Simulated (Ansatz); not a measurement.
KI (started from an entry of an open crystallographic database), relaxed with r2SCAN: it is cubic, Fm-3m (No. 225); a = 7.089 Å in the conventional setting, 44.53 Å³ an atom. K is surrounded by 6 I at 3.54 Å; I is surrounded by 6 K at 3.54 Å. One-shot G0W0@PBE in the PAW code Ansatz on a 4×4×4 mesh (contour deformation, no spin-orbit coupling), from a PBE gap of 3.943 eV over the mesh points (the G0W0 gap is direct on the mesh); the number N of bands summed and the screening cutoff rise together. No spin polarisation and no zero-point or thermal motion.

```csv
N,cutoff (eV),1000/N,G0W0 gap (eV)
157,80,6.369,5.945
348,140,2.874,6.091
```

Q: Lay a straight line in 1000/N through these rows.

A: The slope is -0.0418 eV per unit of 1000/N and the intercept 6.211 eV.

Q: Predict the gap at N = 628 (210 eV).

A: 6.211 + (-0.0418) × 1.592 = 6.144 eV; the run gives 6.132 eV, -0.012 eV from the line.

Q: With that run's result added, what limit do the last two rows suggest?

A: Their slope is (6.132 − 6.091)/(1.592 − 2.874) = -0.0320, which meets 1/N = 0 at 6.18 eV, against 6.211 eV from the first line. The slope flattens, so the first line overshoots; the k mesh isn't extrapolated.

Spin-orbit coupling is left out, which matters wherever the heavy atoms make up the band edges.
